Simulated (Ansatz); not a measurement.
Wurtzite BN, relaxed with r2SCAN in Ansatz. It is hexagonal, P6_3mc (No. 186); conventional cell a = 2.544 Å, c = 4.208 Å, 5.90 Å³ an atom. B is surrounded by 4 N at 1.56–1.58 Å; N is surrounded by 4 B at 1.56–1.58 Å.

The axes x, y and z are those of this cell:
```xyz
4
Lattice="2.5439 0.0000 0.0000 -1.2720 2.2031 0.0000 0.0000 0.0000 4.2078" Properties=species:S:1:pos:R:3 pbc="T T T"
B     0.0000    1.4688    0.0009
B     1.2720    0.7344    2.1048
N     0.0000    1.4688    1.5771
N     1.2720    0.7344    3.6810
```

Unstrained: With PBE the valence top lies at Γ and the conduction bottom at K, 5.207 eV higher; the smallest vertical gap, at Γ–M (0.20 of the way from Γ), is 8.298 eV. The r2SCAN gap is indirect, 5.752 eV (Γ to K), below the direct gap of 9.001 eV at Γ–M (0.20 of the way from Γ). HSE06 gives an indirect gap of 6.530 eV, from Γ to K; the least direct gap is 9.956 eV at Γ–M (0.22 of the way from Γ). Meshes: PBE 12×12×6, r2SCAN 12×12×6, HSE06 9×9×4. Strains are changes of length per length, and xy shears are angles. After each strain the atoms were relaxed again with r2SCAN within the symmetry that the strain leaves, so tilts or polar shifts that break it weren't tested; points keep the names that they have in the unstrained zone. Spin-unpolarised throughout; all numbers are computed.

Q: Apply xy shear, engineering strain (angle) +2.0 %. How far does the gap move, against the unstrained cell?

A: PBE: the gap goes from 5.207 to 5.133 eV (-0.074 eV); with r2SCAN the top three valence levels at Γ, grouped 2+1 from the top over 271 meV, become 1+1+1 over 347 meV. r2SCAN: the gap goes from 5.752 to 5.676 eV (-0.076 eV). HSE06: the gap goes from 6.530 to 6.459 eV (-0.071 eV). The r2SCAN energy rises by 3.1 meV an atom.

Q: Apply isotropic -0.5 % on every length. How far does the gap move, against the unstrained cell?

A: PBE: the gap goes from 5.207 to 5.177 eV (-0.030 eV); with r2SCAN the top three valence levels at Γ, grouped 2+1 from the top over 271 meV, become 2+1 over 283 meV. r2SCAN: the gap goes from 5.752 to 5.725 eV (-0.027 eV). HSE06: the gap goes from 6.530 to 6.501 eV (-0.029 eV). The r2SCAN energy rises by 1.6 meV an atom.

The meshes of the hybrids are coarse, so their gaps aren't converged to the digits shown.

The splittings at Γ are without spin-orbit coupling, which regroups them where it is of like size or larger.
